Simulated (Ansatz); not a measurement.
C3N4:

```
N C
1.0
     3.62162    0.00000    0.00000
     0.00000    3.62162    0.00000
     0.00000    0.00000    3.62162
N C
4 3
Direct
  0.75431 0.24569 0.24569
  0.24569 0.75431 0.24569
  0.24569 0.24569 0.75431
  0.75431 0.75431 0.75431
  0.00000 0.50000 0.00000
  0.00000 0.00000 0.50000
  0.50000 0.00000 0.00000
```

The cell comes from a database or a generator and needn't be the stable form of this composition.

The cell isn't the ideal one: volume scaled by 1.15.

| Quantity | Value |
| --- | --- |
| Program | Ansatz 0.2.0 |
| Task | relaxation of cell and atoms |
| Functional | PBEsol |
| Potentials or basis | Ansatz PAW |
| Cutoff | 420 eV (not typed: the program's choice for these potentials) |
| k mesh | 8 × 8 × 8 |
| Occupations | fermi-dirac, width 0.05 eV |
| Spin | no spin polarisation |

At the start: volume 6.79 Å³/atom.

Task: Where does the relaxation end?

Result: It ends after 8 steps and the volume is 5.77 Å³/atom (-15.0 %); space group P-43m (No. 215, to 0.05 Å).

The path:
```tsv
step	energy change (eV)	largest force (eV/Å)	volume (Å³)
1	0.0000	0.7146	47.50
2	-0.9993	2.2240	41.74
3	-1.2885	0.2226	40.27
4	-1.2895	0.0286	40.54
5	-1.2901	0.0017	40.49
6	-1.2635	0.0065	40.49
7	-1.2652	0.0009	40.36
8	-1.2640	0.0010	40.36
```

Final structure:
```cif
data_structure
_symmetry_space_group_name_H-M 'P 1'
_symmetry_Int_Tables_number 1
_cell_length_a 3.4301
_cell_length_b 3.4301
_cell_length_c 3.4301
_cell_angle_alpha 90.000
_cell_angle_beta 90.000
_cell_angle_gamma 90.000
_cell_volume 40.36
loop_
_atom_site_label
_atom_site_type_symbol
_atom_site_fract_x
_atom_site_fract_y
_atom_site_fract_z
_atom_site_occupancy
N1 N 0.75397 0.24603 0.24603 1
N2 N 0.24603 0.75397 0.24603 1
N3 N 0.24603 0.24603 0.75397 1
N4 N 0.75397 0.75397 0.75397 1
C1 C 0.00000 0.50000 0.00000 1
C2 C 0.00000 0.00000 0.50000 1
C3 C 0.50000 0.00000 0.00000 1
```

Caveat: the volume moved by over 15 % at a fixed basis, so the end points are rough; the plane-wave basis is chosen anew once the cell has moved, so the energies of steps on either side of that aren't comparable; the pressure holds a Pulay correction of +1.3 GPa for the finite cutoff; the PAW data sets come from PBE, with cores solved anew for the run's functional, which leaves a small shift of forces and pressure.
